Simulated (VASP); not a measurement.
VASP inputs for ZnS (strained zincblende)

INCAR

```
NELM = 120
ISMEAR = -1
SIGMA = 0.02
GGA = PE
LASPH = .TRUE.
ENCUT = 520
PREC = Accurate
LCHARG = .FALSE.
LWAVE = .FALSE.
LREAL = .FALSE.
NBANDS = 16
EDIFF = 1E-7
IBRION = -1
NSW = 0
ISIF = 2
```

KPOINTS

```
KPOINTS created by Atomic Simulation Environment
0
Gamma
8 8 8
0 0 0
```

KPOINTS_OPT

```
special points
6
Reciprocal
0.0000000000 0.0000000000 0.0000000000 1
-0.5000000000 -0.5000000000 0.0000000000 1
-0.3750000000 -0.3750000000 0.2500000000 1
-0.3750000000 0.0000000000 0.3750000000 1
0.0000000000 0.0000000000 0.5000000000 1
-0.5000000000 -0.2500000000 0.2500000000 1
```

POSCAR

```
Zn S
 1.0000000000000000
    -0.0565262558000000    2.6914412923000000    2.6914412923000000
     2.6914412923000000   -0.0565262558000000    2.6914412923000000
     2.6914412923000000    2.6914412923000000   -0.0565262558000000
 Zn  S
   1   1
Cartesian
 -0.0093943000730111 -0.0093943000730111 -0.0093943000730111
  1.3409833822730111  1.3409833822730111  1.3409833822730113
```

VASP ran with the recommended PBE PAW datasets (18 valence electrons in the cell).

Q: Estimate the main results of this run.

A: gap between bands v and c 1.92 eV; least direct gap 1.92 eV; pressure 0.3 GPa.

Band v is the last that the valence electrons fill when counted band by band, and c is the next. Levels in eV from the top of v:

```tsv
point	v−1	v	c	c+1
Γ	-0.14	0.00	1.92	6.19
X	-2.35	-2.13	3.31	4.02
K	-3.15	-1.75	4.20	5.64
L	-0.96	-0.84	3.25	6.85
W	-2.79	-2.69	5.54	5.91
```
